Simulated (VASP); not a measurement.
Output of a VASP run:

File OSZICAR:
```
       N       E                     dE             d eps       ncg     rms          rms(c)
DAV:   1     0.246439329605E+03    0.24644E+03   -0.15476E+04   640   0.175E+03
DAV:   2    -0.834398262705E+01   -0.25478E+03   -0.24983E+03   832   0.416E+02
DAV:   3    -0.182839826831E+02   -0.99400E+01   -0.99330E+01   728   0.946E+01
DAV:   4    -0.185990925242E+02   -0.31511E+00   -0.31502E+00  1064   0.131E+01
DAV:   5    -0.186007724385E+02   -0.16799E-02   -0.16799E-02   736   0.104E+00    0.798E+00
DAV:   6    -0.172794229147E+02    0.13213E+01   -0.70849E+00   672   0.192E+01    0.307E+00
DAV:   7    -0.172819785071E+02   -0.25556E-02   -0.18192E-01   856   0.393E+00    0.166E+00
DAV:   8    -0.172997053903E+02   -0.17727E-01   -0.34950E-02   808   0.234E+00    0.191E-01
DAV:   9    -0.173037299579E+02   -0.40246E-02   -0.74250E-03   824   0.701E-01    0.132E-01
DAV:  10    -0.173045670488E+02   -0.83709E-03   -0.12577E-03   808   0.269E-01    0.382E-02
DAV:  11    -0.173045786115E+02   -0.11563E-04   -0.11642E-04   848   0.106E-01    0.148E-02
DAV:  12    -0.173045850427E+02   -0.64312E-05   -0.21011E-05   800   0.453E-02    0.275E-03
DAV:  13    -0.173045854876E+02   -0.44488E-06   -0.30876E-06   816   0.151E-02
   1 F= -.16069531E+02 E0= -.16069531E+02  d E =-.160695E+02
```

File OUTCAR:
```
------------------------ aborting loop because EDIFF is reached ----------------------------------------
  FORCE on cell =-STRESS in cart. coord.  units (eV):
  Direction    XX          YY          ZZ          XY          YZ          ZX
  --------------------------------------------------------------------------------------
  Total        1.2560023      1.2560023      1.2560023      0.0000000     -0.0000000     -0.0000000
  in kB       50.8480591     50.8480591     50.8480591      0.0000000     -0.0000000     -0.0000000
  external PRESSURE =       0.8480591 kB  Pullay stress =      50.0000000 kB
  volume of cell :       39.58
      direct lattice vectors                 reciprocal lattice vectors
     0.000000000  2.704781642  2.704781642    -0.184857806  0.184857806  0.184857806
     2.704781642  0.000000000  2.704781642     0.184857806 -0.184857806  0.184857806
     2.704781642  2.704781642  0.000000000     0.184857806  0.184857806 -0.184857806
 POSITION                                       TOTAL-FORCE (eV/Angst)
 -----------------------------------------------------------------------------------
      0.00000      0.00000      0.00000         0.000000      0.000000      0.000000
      1.35239      1.35239      1.35239        -0.000000     -0.000000     -0.000000
      4.05717      4.05717      4.05717         0.000000      0.000000      0.000000
 -----------------------------------------------------------------------------------
    total drift:                                0.000000     -0.000000      0.000000
  FREE ENERGIE OF THE ION-ELECTRON SYSTEM (eV)
  ---------------------------------------------------
  free  energy   TOTEN  =       -17.3045854876 eV

  energy  without entropy=      -17.3045854876  energy(sigma->0) =      -17.30458549
  enthalpy is  TOTEN    =       -16.0695311998 eV   P V=        1.2350542878

 reached required accuracy - stopping structural energy minimisation
```
(Selected blocks of OUTCAR.)

**POSCAR**
```
CaF2
1
    0.0000000000     2.7047816417     2.7047816417
    2.7047816417     0.0000000000     2.7047816417
    2.7047816417     2.7047816417     0.0000000000
Ca F
1 2
Direct
  0.0000000000   0.0000000000   0.0000000000
  0.2500000000   0.2500000000   0.2500000000
  0.7500000000   0.7500000000   0.7500000000
```

Problem. Write an INCAR and KPOINTS that could have produced this output.

Solution. Several could match; the one computed here: the input of the run itself, PBE GGA, plane waves, VASP's PBE PAW potentials (set 64).

**KPOINTS**
```
Automatic mesh
0
Gamma
7 7 7
0 0 0
```

### INCAR
```
# general
SYSTEM =CaF2
PREC   =Accurate
ENCUT  =620   # plane-wave cut-off (eV)
LREAL  =.FALSE.
LASPH  =.TRUE.   # aspherical one-centre terms

# electronic loop
EDIFF  =1E-6
NELM   =100
ALGO   =Normal   # blocked Davidson

# smearing
ISMEAR =0
SIGMA  =0.05

# functional
GGA    =PE

# ions
IBRION =2   # conjugate gradients
NSW    =40
ISIF   =3
EDIFFG =-0.02   # ionic stop
PSTRESS=50   # kbar

# output
LWAVE  =.FALSE.
LCHARG =.FALSE.
```

POTCAR, in this order: Ca_sv F (PBE.64 set). Program: vasp_std.

The compound is CaF2 in the fluorite structure. It was relaxed first under an external pressure of 5 GPa.
